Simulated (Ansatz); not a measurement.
# Candidate structures of La

Computed with DFT, r2SCAN, PAW with Ansatz's default frozen-core files, scalar-relativistic in Ansatz 0.2.0.

Each cell is taken as listed (from a database or a relaxation; residual pressures are under 0.6 GPa and forces under 0.08 eV/Å), on meshes of about 0.2 Å⁻¹ spacing; energies are extrapolated to zero smearing, with no zero-point or thermal terms. Other structures, the observed one among them, may be missing from this set and lie lower. No run is spin-polarised.

No spin–orbit coupling, which matters for the heavy atoms here.

**Question.** Order the structures by energy per atom, lowest first, and give the differences.
A.
```cif
data_structure
_symmetry_space_group_name_H-M 'Im-3m'
_symmetry_Int_Tables_number 229
_cell_length_a 4.2477
_cell_length_b 4.2477
_cell_length_c 4.2477
_cell_angle_alpha 90.000
_cell_angle_beta 90.000
_cell_angle_gamma 90.000
_cell_volume 76.64
loop_
_atom_site_label
_atom_site_type_symbol
_atom_site_symmetry_multiplicity
_atom_site_Wyckoff_symbol
_atom_site_fract_x
_atom_site_fract_y
_atom_site_fract_z
_atom_site_occupancy
La1 La 2 a 0.00000 0.00000 0.00000 1
```
(MP-relaxed cell mp-10023; 11×11×11 mesh on the primitive cell, smearing 0.03 eV, P = 0.1 GPa)
B.
```
La
1.0
     0.00000    2.64800    2.64800
     2.64800    0.00000    2.64800
     2.64800    2.64800    0.00000
La
1
Direct
  0.00000 0.00000 0.00000
```
(COD 9008472, reported; 12×12×12 mesh on the primitive cell, smearing 0.05 eV, P = -0.2 GPa)
C.
```cif
data_structure
_symmetry_space_group_name_H-M 'P6_3/mmc'
_symmetry_Int_Tables_number 194
_cell_length_a 3.7500
_cell_length_b 3.7500
_cell_length_c 6.0700
_cell_angle_alpha 90.000
_cell_angle_beta 90.000
_cell_angle_gamma 120.000
_cell_volume 73.92
loop_
_atom_site_label
_atom_site_type_symbol
_atom_site_symmetry_multiplicity
_atom_site_Wyckoff_symbol
_atom_site_fract_x
_atom_site_fract_y
_atom_site_fract_z
_atom_site_occupancy
La1 La 2 c 0.33333 0.66667 0.25000 1
```
(COD 9008503, reported, may be off; 11×11×6 mesh on the primitive cell, smearing 0.05 eV, P = 0.6 GPa)
D.
Space group P6_3/mmc (No. 194). a = 3.796 Å, b = 3.796 Å, c = 12.041 Å, α = 90.00°, β = 90.00°, γ = 120.00°
| atom | site | symmetry | x | y | z |
| --- | --- | --- | --- | --- | --- |
| La | 2a | -3m. | 0.0000 | 0.0000 | 0.0000 |
| La | 2c | -6m2 | 0.3333 | 0.6667 | 0.2500 |
(MP-relaxed cell mp-26; 11×11×3 mesh on the primitive cell, smearing 0.03 eV, P = -0.2 GPa)

**Answer.** D (0 meV/atom), B (11 meV/atom), C (35 meV/atom), A (130 meV/atom).
